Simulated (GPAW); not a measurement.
Runs of GPAW 26.7.0 on AlAu. The structure is cubic, space group Pm-3m (No. 221). Conventional cell: a = 3.224 Å, b = 3.224 Å, c = 3.224 Å, α = 90.00°, β = 90.00°, γ = 90.00°. Au (site symmetry m-3m) has 8 Al at 2.79 Å as nearest neighbours. Around Al (site symmetry m-3m) lie 8 Au at 2.79 Å. The cell comes from a database or a generator and needn't be the stable form of this composition.

| level | gap on the mesh (eV) | pressure (GPa) | relaxed volume (Å³/atom) |
| --- | --- | --- | --- |
| PBEsol+D3 | none | -0.1 | 15.72 |
| PBEsol | none | 0.0 | 16.11 |
| PBEsol+D3(BJ)+ATM | none | -0.1 | (a) |
| PBEsol+D4 | none | -0.1 | 15.78 |
| PBEsol+D3(BJ) | none | -0.1 | (b) |

Alike in all rows: task relaxation of cell and atoms; potentials or basis PAW data sets generated in the run's folder for this functional, pw; no spin polarisation; cell relaxed; k mesh 8 × 8 × 8; cutoff (eV) 600; smearing fermi-dirac 0.05 eV.

Question: Estimate the missing entries.

Answer: (a) 15.65; (b) 15.54.

Caveats: with this Au data set, volumes or pressures lay over 1.5 % or 2 GPa off other programs in two to four cells of ten; later steps reuse the first step's grids; pairwise dispersion overbinds metals, which lowers pressure and volume (some runs).

A k mesh can miss the band edges, and the runs leave out spin-orbit coupling on Au.

A gap of «none» marks a metal or a gap under the smearing width.
